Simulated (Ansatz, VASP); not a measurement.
## HfC: VASP beside Ansatz

```
Hf C
1.0
     3.05435    0.00000    0.00000
    -1.52717    2.64514    0.00000
     0.00000    0.00000    4.42036
Hf C
1 1
Direct
  0.00000 0.00000 0.00000
  0.00000 0.00000 0.50000
```

The cell was built by a generator and needn't be a form met in nature.

Alike in both runs: task single point; functional PBE; k mesh 24 × 24 × 12; occupations gaussian, width 0.1 eV; no spin polarisation.

```csv
,VASP,Ansatz
version,VASP 6.6.1,Ansatz 0.2.0
potentials or method,"VASP PAW PBE potentials, release 64 (Hf_pv, C)","scalar-relativistic, plane waves, PAW"
plane-wave cutoff (eV),520,420
valence electrons in the cell,14,30
```

|  | VASP | Ansatz | Ansatz less VASP |
| --- | --- | --- | --- |
| gap on the k mesh at the Fermi level (eV) | none | none | - |
| pressure (GPa) | 0.0 | 0.0 | 0.00 |
| largest component of the traceless stress (GPa) | 0.25 | 0.01 | -0.243 |

A gap of «none» marks a metal or a gap that the smearing closes. With one functional, cell and mesh, what is left measures potentials, basis and numerics. The two sets of potentials don't hold the same shells in valence.

The runs have no spin-orbit coupling, so splittings on Hf are missing.
